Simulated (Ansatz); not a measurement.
H2O on the (110) surface of W, space group Im-3m (No. 229) (top face towards +c; held atoms: 1, 2, 3, 4), one molecule per 28.2 Å². Starting structure (heteroatom down, lowest atom O over a bridge W-W site; the molecule's atoms stand last):

```
W O H
1.0
     5.47220    0.00000    0.00000
    -1.82407    5.15924    0.00000
     0.00000    0.00000   23.07423
W O H
12 1 2
Direct
  0.25000 0.25000 0.34671
  0.25000 0.75000 0.34671
  0.75000 0.25000 0.34671
  0.75000 0.75000 0.34671
  0.50000 0.50000 0.44142
  0.50000 0.00000 0.44142
  0.00000 0.50000 0.44142
  0.00000 0.00000 0.44142
  0.75000 0.75000 0.53611
  0.75000 0.25000 0.53611
  0.25000 0.75000 0.53611
  0.25000 0.25000 0.53611
  0.00000 0.75000 0.64618
  0.12803 0.71582 0.67246
  0.87197 0.78418 0.67246
```

These are results of DFT PBE+D3(BJ), scalar-relativistic, plane waves, PAW in Ansatz, not measurements. Plane waves to 420 eV, a k mesh through Γ of 4×4×1 on the computed 15-atom cell and Gaussian smearing (0.10 eV); no spin polarisation. A dipole correction removes the field between periodic images along c.

E_ads is per molecule, from the clean relaxed slab and the free relaxed molecule; negative means bound; no zero-point or thermal terms, forces under 0.04 eV/Å, and the free molecule is spin-polarised where open-shell. Heights count from the highest slab atom.

Q: How strongly does it adsorb?

A: -0.43 eV.

Q: Does the molecule survive, and how close does it come to the surface?

A: It stays whole. Its lowest atom lies 1.96 Å over the highest slab atom; shortest contacts O–W 2.40 Å, O–W 2.40 Å.

Q: How do the dipole along +c and the top face's work function change?

A: The dipole changes by +0.331 e·Å a cell, the work function by -2.12 eV.

Each end is the local minimum that its start leads to.